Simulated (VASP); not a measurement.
A run of VASP 6.6.1 is set up as follows.

INCAR

```
  PREC = Accurate
  ENCUT = 520
  EDIFF = 1E-7
  ISMEAR = -1
  SIGMA = 0.1
  LREAL = F
  LASPH = T
  NELM = 60
  ALGO = Normal
  ISIF = 2
  LWAVE = F
  LCHARG = F
  GGA = RP
  NBANDS = 12
```

KPOINTS

```
regular mesh
0
Gamma
  12 12 12
```

Contents of POSCAR:

```
Nb
1.0
    2.7375316147      0.0000000000      0.0000000000
    0.0000000000      2.7375316147      0.0000000000
    0.0000000000      0.0000000000      2.7375316147
Nb
1
Direct
    0.0000000000      0.0000000000      0.0000000000
```

Potentials or basis: VASP PAW PBE potentials, release 64 (Nb_sv).

Command:

```console
$ cat potpaw_PBE.64/Nb_sv/POTCAR > POTCAR
$ mpirun -np 1 vasp_std > vasp.out
```

What does it give for the pressure?

-0.2 GPa.

Predict the band gap on the k mesh.

none (metal or under the smearing width).

Caveat: the PAW data sets were made with another functional, which shifts forces and pressure a little.
